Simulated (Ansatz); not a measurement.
Write the native input for Ansatz 0.2.0 that does the following.

* Task: band structure
* Functional: LDA
* Potentials or basis: all-electron LAPW, scalar-relativistic
* Cutoff: 273 eV (chosen from the basis error)
* Basis error allowed: 0.001 eV/atom
* k mesh: 11 × 11 × 6
* Occupations: fermi-dirac, width 0.05 eV
* Spin: no spin polarisation

The system is Pt.

```xyz
2
Lattice="2.7607 0.0000 0.0000 -1.3803 2.3908 0.0000 0.0000 0.0000 4.7921" Properties=species:S:1:pos:R:3 pbc="T T T"
Pt    0.0000    1.5939    1.1980
Pt    1.3803    0.7969    3.5941
```

This isn't the form of Pt at room conditions, which is fcc.

One way to write it, as run:

input.yaml

```yaml
crystal:
  lattice:
    - [2.7606656158, 0.0, 0.0]
    - [-1.3803328079, 2.3908065546, 0.0]
    - [0.0, 0.0, 4.792134]
  atoms:
    - { symbol: Pt, position: [0.3333333333, 0.6666666667, 0.25] }
    - { symbol: Pt, position: [0.6666666667, 0.3333333333, 0.75] }
kpoints:
  mp_grid: { grid: [11, 11, 6] }
  band_path:
    path:
      - [0.0, 0.0, 0.0]
      - [0.5, 0.0, 0.0]
      - [0.3333333333, 0.3333333333, 0.0]
      - [0.0, 0.0, 0.0]
      - [0.0, 0.0, 0.5]
      - [0.5, 0.0, 0.5]
      - [0.3333333333, 0.3333333333, 0.5]
      - [0.0, 0.0, 0.5]
    npoints: 10
scf:
  occupations: { method: fermi_dirac, width: 0.05 }
hamiltonian:
  xc: lda
  pseudopotentials: { kind: all_electron, lapw: { basis_error: 0.001 } }
output:
  forces: true
  stress: true
  eigenvalues: true
```

Potentials or basis: all-electron LAPW, scalar-relativistic.

The run is started by

```sh
$ ansatz run input.yaml --threads 1 --pin off --max-ram 3072MiB --backend cpu --events-out ev --progress --plain --runs-dir out
```

It gave:

* Pressure: -15.6 GPa
* Band gap along the path: none (metal or under the smearing width)

Caveat: spin-orbit coupling is left out, which moves the levels of the heavy elements.

Run time: 49 s on 1 thread of Arm Neoverse V1, with other jobs on the host, peak memory 0.43 GiB.
